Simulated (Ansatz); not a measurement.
# KI: the cost of one run

Method: reference: DFT, PBE, plane waves, PAW, in Ansatz 0.2.0.

8 further runs of the same task are left out: 7 that didn't finish, 1 set aside as unsound or not needed.

## 1. The starting structure

The structure is cubic, space group Pm-3m (No. 221). The conventional cell has a = 4.291 Å, b = 4.291 Å, c = 4.291 Å, α = 90.00°, β = 90.00°, γ = 90.00°. K (site symmetry m-3m) has 8 I at 3.72 Å as nearest neighbours. I (site symmetry m-3m) has 8 K at 3.72 Å as nearest neighbours.

As a file:

```cif
data_structure
_symmetry_space_group_name_H-M 'P 1'
_symmetry_Int_Tables_number 1
_cell_length_a 4.2909
_cell_length_b 4.2909
_cell_length_c 4.2909
_cell_angle_alpha 90.000
_cell_angle_beta 90.000
_cell_angle_gamma 90.000
_cell_volume 79.01
loop_
_atom_site_label
_atom_site_type_symbol
_atom_site_fract_x
_atom_site_fract_y
_atom_site_fract_z
_atom_site_occupancy
K1 K 0.00000 0.00000 0.00000 1
I1 I 0.50000 0.50000 0.50000 1
```

## 2. Reference

The input, input.yaml:

```yaml
crystal:
  lattice:
    - [4.290940114, 0.0, 0.0]
    - [0.0, 4.290940114, 0.0]
    - [0.0, 0.0, 4.290940114]
  atoms:
    - { symbol: K, position: [0.0, 0.0, 0.0] }
    - { symbol: I, position: [0.5, 0.5, 0.5] }
kpoints:
  mp_grid: { grid: [4, 4, 4] }
hamiltonian:
  xc: pbe
scf:
  occupations: { method: fixed }
  n_extra_bands: 4
output:
  forces: true
  stress: true
  eigenvalues: true
```

Command:

```sh
$ ansatz run input.yaml --threads 4 --pin off --max-ram 3686MiB --backend cpu --events-out ev --progress --plain --runs-dir out
```

What time and memory should one allow on 4 threads of an x86-64 CPU, shared host?

About 1.3 s, with a peak of 0.35 GiB.
